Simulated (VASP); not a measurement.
Input of a VASP 6.6.1 run:

File INCAR:

```
SYSTEM = Al
PREC = Accurate
ENCUT = 520
EDIFF = 1E-7
ISMEAR = 1
SIGMA = 0.1
LREAL = .FALSE.
LASPH = .TRUE.
NELM = 80
ALGO = Fast
ISIF = 2
LWAVE = .FALSE.
LCHARG = .FALSE.
LDIPOL = .TRUE.
IDIPOL = 3
DIPOL = 0.5 0.5 0.500
GGA = PE
LVHAR = .TRUE.
LVACPOTAV = .TRUE.
ICORELEVEL = 1
KPAR = 4
```

The input KPOINTS:

```
regular mesh
0
G
  13 10 1
  0 0 0
```

File POSCAR:

```
Al
1.0
    2.8562036900      0.0000000000      0.0000000000
    0.0000000000      4.0392820000      0.0000000000
    0.0000000000      0.0000000000     27.8529166200
Al
10
Direct
    0.5000000000      0.5000000000      0.2692716200
    0.0000000000      0.0000000000      0.3205445900
    0.5000000000      0.5000000000      0.3718175700
    0.0000000000      0.0000000000      0.4230905400
    0.5000000000      0.5000000000      0.4743635100
    0.0000000000      0.0000000000      0.5256364900
    0.5000000000      0.5000000000      0.5769094600
    0.0000000000      0.0000000000      0.6281824300
    0.5000000000      0.5000000000      0.6794554100
    0.0000000000      0.0000000000      0.7307283800
```

Potentials or basis: VASP PAW PBE potentials, release 64 (Al).

Run with:

```bash
$ cat potpaw_PBE.64/Al/POTCAR > POTCAR
$ mpirun -np 4 vasp_std > vasp.out
```

What does it give for the largest force?

0.170 eV/Å.

Predict the work function of the lower face.

4.14 eV.

What does it give for the work function of the upper face?

4.14 eV.

Estimate the band gap on the k mesh.

none (metal or under the smearing width).

Core levels (eV, on the scale of the bands):
| atom | levels |
| --- | --- |
| 1 Al | 1s -1504.2, 2s -101.4, 2p -62.8 |
| 2 Al | 1s -1504.1, 2s -101.3, 2p -62.8 |
| 3 Al | 1s -1504.0, 2s -101.3, 2p -62.7 |
| 4 Al | 1s -1504.0, 2s -101.2, 2p -62.7 |
| 5 Al | 1s -1504.0, 2s -101.2, 2p -62.7 |
| 6 Al | 1s -1504.0, 2s -101.2, 2p -62.7 |
